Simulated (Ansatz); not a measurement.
## Response to strain in InN

Take InN in the wurtzite structure (space group P6_3mc, No. 186) as the base.

```yaml
crystal:
  lattice:
    - [3.53693, 0.00000, 0.00000]
    - [-1.76847, 3.06307, 0.00000]
    - [0.00000, 0.00000, 5.71356]
  atoms:
    - { symbol: In, position: [0.66667, 0.33333, 0.00203] }
    - { symbol: In, position: [0.33333, 0.66667, 0.50203] }
    - { symbol: N, position: [0.66667, 0.33333, 0.62317] }
    - { symbol: N, position: [0.33333, 0.66667, 0.12317] }
```

Cartesian axes are those of the cell as printed.

Strains are applied to the cell and any free atomic positions relax.

Calculations: Ansatz (a first-principles code) PBEsol, scalar-relativistic without spin-orbit coupling.

Candidates:
(a) isotropic strain −1.10 %
(b) uniaxial strain ε_yy = +5.93 %
(c) uniaxial strain ε_yy = +2.87 %

Notes on the quantities. energy relative to the base: free energy F.

Order them by energy relative to the base, highest first.

(b) uniaxial strain ε_yy = +5.93 % (+35 meV/atom), (c) uniaxial strain ε_yy = +2.87 % (+8.3 meV/atom), (a) isotropic strain −1.10 % (+7.4 meV/atom)

The mesh was chosen for an insulator and is coarse for the gapless case. Stability against distortions was not tested. All final runs are without spin polarisation.
